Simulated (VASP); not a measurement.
A run of VASP 6.6.1 is set up as follows.

Contents of INCAR:

```
PREC = Accurate
ENCUT = 520
EDIFF = 1E-6
ISMEAR = 0
SIGMA = 0.02
LREAL = False
LASPH = True
NELM = 100
ALGO = Normal
ISIF = 2
LWAVE = False
LCHARG = False
GGA = PE
LOPTICS = True
NBANDS = 70
NEDOS = 1000
CSHIFT = 0.1
```

The input KPOINTS:

```
regular mesh
0
Gamma
  6 6 2
```

File POSCAR:

```
InSe
1.0
    4.0473293151      0.0000000000      0.0000000000
   -2.0236646576      3.5050900044      0.0000000000
    0.0000000000      0.0000000000     18.0520649100
In Se
4 4
Direct
    0.3333333333      0.6666666667      0.0773904900
    0.3333333333      0.6666666667      0.9226095100
    0.0000000000      0.0000000000      0.4226063200
    0.0000000000      0.0000000000      0.5773936800
    0.3333333333      0.6666666667      0.3529842800
    0.3333333333      0.6666666667      0.6470157200
    0.6666666667      0.3333333333      0.1469999300
    0.6666666667      0.3333333333      0.8530000700
```

Potentials or basis: VASP PAW PBE potentials, release 64 (In_d, Se).

Run with:

```bash
$ cat potpaw_PBE.64/In_d/POTCAR potpaw_PBE.64/Se/POTCAR > POTCAR
$ mpirun -np 1 vasp_std > vasp.out
```

(1) What does it give for the largest force?

(2) What does it give for the pressure?

(3) Predict the band gap on the k mesh.

Answers

(1) 0.254 eV/Å.

(2) 1.5 GPa.

(3) 0.72 eV, direct.

Caveat: spin-orbit coupling is left out, which moves the levels of the heavy elements; this functional lacks dispersion, which binds the layers, so the pressure and a relaxed spacing across them are unreliable.
